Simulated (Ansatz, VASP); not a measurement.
SnTe: VASP beside Ansatz

```xyz
2
Lattice="0.0000 3.1509 3.1509 3.1509 0.0000 3.1509 3.1509 3.1509 0.0000" Properties=species:S:1:pos:R:3 pbc="T T T"
Te    3.1509    3.1509    3.1509
Sn    0.0000    0.0000    0.0000
```

Alike in both runs: task single point; functional PBE; k mesh 7 × 7 × 7; occupations gaussian, width 0.025 eV; no spin polarisation.

```csv
,VASP,Ansatz
version,VASP 6.6.1,Ansatz 0.2.0
potentials or method,"VASP PAW PBE potentials, release 64 (Te, Sn_d)",Ansatz PAW
plane-wave cutoff (eV),520,420
valence electrons in the cell,20,30
```

```csv
,VASP,Ansatz,Ansatz less VASP
gap on the k mesh at the Fermi level (eV),0.66,0.66,+0.001
least direct gap on the mesh (eV),0.66,0.66,+0.001
pressure (GPa),2.2,2.2,+0.06
```

The two sets of potentials don't hold the same shells in valence.

The runs have no spin-orbit coupling, so splittings on Te are missing.
